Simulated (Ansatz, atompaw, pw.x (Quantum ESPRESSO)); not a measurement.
## What a changed setting does to a pw.x run (fcc Si)

Potential: PAW, atompaw 4.2.0.5, LDA (PW92); core [Ne], reference 3s2 3p2; waves: 3s (bound): rc 2.30 bohr; 3s channel at -0.15 Ry: rc 2.05 bohr; 3p (bound): rc 2.30 bohr; 3p channel at 0.15 Ry: rc 2.25 bohr; 3d channel at 0.2 Ry: rc 2.30 bohr; local part: troulliermartins scheme with l = 3 at 0.5 Ry, radius 1.95 bohr; core correction: smooth core density matched at 1.45 bohr; augmentation: besselshape compensation charge, radius 1.75 bohr; PAW radius 2.30 bohr; waves and projectors: custom rrkj gramschmidtortho.

The reference run (k-mesh 15³, cutoffs 40/400 Ry, Fermi–Dirac 0.01 Ry, mixing_beta 0.4, conv_thr 1e-9, no spin) gives 1.21 GPa at 13.850 Å³/atom, where all-electron LAPW gives 0.45 GPa. This run, with its own iteration cap, changes k-mesh points per axis to 8.

```
&control
  calculation='scf', prefix='x', pseudo_dir='./', outdir='./tmp', tstress=.true., disk_io='none'
/
&system
  ibrav=0, nat=1, ntyp=1, ecutwfc=40, ecutrho=400, nbnd=9,
  occupations='smearing', smearing='fd', degauss=0.01
/
&electrons
  conv_thr=1e-09, mixing_beta=0.4, electron_maxstep=50
/
ATOMIC_SPECIES
Si 1.0 Si.UPF
CELL_PARAMETERS angstrom
  0.00000000 1.90607474 1.90607474
  1.90607474 0.00000000 1.90607474
  1.90607474 1.90607474 0.00000000
ATOMIC_POSITIONS crystal
Si 0.0000 0.0000 0.0000
K_POINTS automatic
8 8 8 0 0 0
```

```bash
pw.x < Si.scf.in > Si.scf.out
```

**Question.** How does the run end?

**Answer.** It converges in 7 iterations; the free energy moves by +21.8 meV/atom and the pressure by -0.47 GPa.

```
Message from routine setup:
     using ibrav=0 with symmetry is DISCOURAGED, use correct ibrav instead
     lattice parameter (alat)  =       5.0939  a.u.
     unit-cell volume          =      93.4644 (a.u.)^3
     number of electrons       =         4.00
     number of Kohn-Sham states=            9
     kinetic-energy cutoff     =      40.0000  Ry
     charge density cutoff     =     400.0000  Ry
     scf convergence threshold =      1.0E-09
     Exchange-correlation= SLA PW NOGX NOGC
     number of k points=    29  Fermi-Dirac smearing, width (Ry)=  0.0100
     negative rho (up, down):  5.660E-02 0.000E+00
     iteration #  1     ecut=    40.00 Ry     beta= 0.40
     negative rho (up, down):  6.085E-02 0.000E+00
     total energy              =     -44.61218199 Ry
     estimated scf accuracy    <       0.00443962 Ry
     iteration #  2     ecut=    40.00 Ry     beta= 0.40
     negative rho (up, down):  6.629E-02 0.000E+00
     total energy              =     -44.61156393 Ry
     estimated scf accuracy    <       0.00130409 Ry
     iteration #  3     ecut=    40.00 Ry     beta= 0.40
     negative rho (up, down):  6.621E-02 0.000E+00
     total energy              =     -44.61164242 Ry
     estimated scf accuracy    <       0.00000358 Ry
     iteration #  4     ecut=    40.00 Ry     beta= 0.40
     negative rho (up, down):  6.629E-02 0.000E+00
     total energy              =     -44.61164563 Ry
     estimated scf accuracy    <       0.00000011 Ry
     iteration #  5     ecut=    40.00 Ry     beta= 0.40
     negative rho (up, down):  6.592E-02 0.000E+00
     total energy              =     -44.61164566 Ry
     estimated scf accuracy    <       0.00000019 Ry
     iteration #  6     ecut=    40.00 Ry     beta= 0.40
     negative rho (up, down):  6.591E-02 0.000E+00
     total energy              =     -44.61164568 Ry
     estimated scf accuracy    <          4.3E-09 Ry
     iteration #  7     ecut=    40.00 Ry     beta= 0.40
     negative rho (up, down):  6.589E-02 0.000E+00
     the Fermi energy is    11.4478 ev
!    total energy              =     -44.61164568 Ry
     estimated scf accuracy    <          6.8E-10 Ry
     smearing contrib. (-TS)   =      -0.00301114 Ry
     convergence has been achieved in   7 iterations
     negative rho (up, down):  6.589E-02 0.000E+00
          total   stress  (Ry/bohr**3)                   (kbar)     P=        7.36
     Message from routine punch:
     Nothing written, as per user request (disk_io='none')
```

The run took about 3.5 s on one core of a shared host (Intel(R) Xeon(R) Platinum 8559C, 192 threads, 1488 GiB, load 86).
